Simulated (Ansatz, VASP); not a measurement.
## MgI2: VASP beside Ansatz

```
Mg I
1.0
     4.15370    0.00000    0.00000
    -2.07685    3.59721    0.00000
     0.00000    0.00000    6.86200
Mg I
1 2
Direct
  0.00000 0.00000 0.00000
  0.33333 0.66667 0.75763
  0.66667 0.33333 0.24237
```

Alike in both runs: task single point; functional PBEsol; k mesh 6 × 6 × 4; occupations gaussian, width 0.05 eV; no spin polarisation.

|  | VASP | Ansatz |
| --- | --- | --- |
| version | VASP 6.6.1 | Ansatz 0.2.0 |
| potentials or method | VASP PAW PBE potentials, release 64 (Mg, I) | scalar-relativistic, plane waves, PAW |
| plane-wave cutoff (eV) | 520 | 420 |
| valence electrons in the cell | 16 | 44 |

VASP gave:

- gap on the k mesh at the Fermi level (eV): 3.45
- least direct gap on the mesh (eV): 3.57
- pressure (GPa): -0.2
- largest component of the traceless stress (GPa): 0.26
- rms of the force components (eV/Å): 0.019

Q: Which values does Ansatz return?

A: gap on the k mesh at the Fermi level (eV): 3.46; least direct gap on the mesh (eV): 3.58; pressure (GPa): -0.2; largest component of the traceless stress (GPa): 0.25; rms of the force components (eV/Å): 0.016.

Atom by atom the forces differ by 0.002 eV/Å (rms over components). With one functional, cell and mesh, what is left measures potentials, basis and numerics. The two sets of potentials don't hold the same shells in valence.

Caveats: the PAW data sets were made with another functional, which shifts forces and pressure a little (VASP); spin-orbit coupling is left out, which moves the levels of the heavy elements; this functional lacks dispersion, which binds the layers, so the pressure and a relaxed spacing across them are unreliable. Expect the measured gap to be larger: semilocal functionals such as PBEsol lack the derivative discontinuity. A k mesh can miss the band edges.
